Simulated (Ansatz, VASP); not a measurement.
KF: VASP beside Ansatz

POSCAR

```
KF
1.0
    3.3457613923      0.0000000000      0.0000000000
    0.0000000000      3.3457613923      0.0000000000
    0.0000000000      0.0000000000      3.1788706815
K F
1 1
Direct
    0.0000000000      0.0000000000      0.0000000000
    0.5000000000      0.5000000000      0.5000000000
```

Contents of INCAR.step1:

```
PREC = Accurate ; ENCUT = 520
EDIFF = 1E-5 ; ISMEAR = 0
SIGMA = 0.01 ; LREAL = F
LASPH = T ; NELM = 80
ALGO = Normal ; ISIF = 2
LWAVE = T ; NBANDS = 15
GGA = PE
```

The input INCAR.step2:

```
PREC = Accurate ; ENCUT = 520
EDIFF = 1E-7 ; ISMEAR = 0
SIGMA = 0.01 ; LREAL = F
LASPH = T ; NELM = 80
ALGO = Normal ; ISIF = 2
LWAVE = F ; LCHARG = T
GGA = PE ; LHFCALC = T
HFSCREEN = 0.2079 ; PRECFOCK = Normal
LELF = T ; LVHAR = T
NBANDS = 15 ; ISTART = 1
```

The input KPOINTS:

```
regular mesh
0
Gamma
  6 6 6
```

Input for Ansatz:

```yaml
crystal:
  lattice:
    - [3.3457613923, 0.0, 0.0]
    - [0.0, 3.3457613923, 0.0]
    - [0.0, 0.0, 3.1788706815]
  atoms:
    - { symbol: K, position: [0.0, 0.0, 0.0] }
    - { symbol: F, position: [0.5, 0.5, 0.5] }
kpoints:
  mp_grid: { grid: [6, 6, 6] }
  band_path:
    path: [[0.0, 0.0, 0.0], [0.0, 0.5, 0.0], [0.5, 0.5, 0.0], [0.5, 0.5, 0.5]]
    npoints: 1
hamiltonian:
  xc: hse06
scf:
  occupations: { method: fixed }
  n_extra_bands: 4
output:
  forces: true
  stress: true
  eigenvalues: true
```

Change from the starting cell: biaxial_xy strain +5.2%.

Alike in both runs: task single point; functional HSE06; k mesh 6 × 6 × 6; no spin polarisation.

|  | VASP | Ansatz |
| --- | --- | --- |
| version | VASP 6.6.1 | Ansatz 0.2.0 |
| potentials or method | VASP PAW PBE potentials, release 64 (K_sv, F) | plane waves, PAW |
| plane-wave cutoff (eV) | 520 | 420 |
| occupations | gaussian, width 0.01 eV | fixed |
| valence electrons in the cell | 16 | 16 |

VASP gave:

| Item | Value |
| --- | --- |
| gap on the k mesh at the Fermi level (eV) | 7.98 |
| pressure (GPa) | -1.9 |
| largest component of the traceless stress (GPa) | 2.90 |

Q: Estimate Ansatz's values.

A: gap on the k mesh at the Fermi level (eV): 8.00; pressure (GPa): -2.0; largest component of the traceless stress (GPa): 2.90.

Ansatz warned: «stress_exchange_threshold_loose».

Caveats: the PAW data sets were made with another functional, which shifts forces and pressure a little (VASP). A k mesh can miss the band edges.
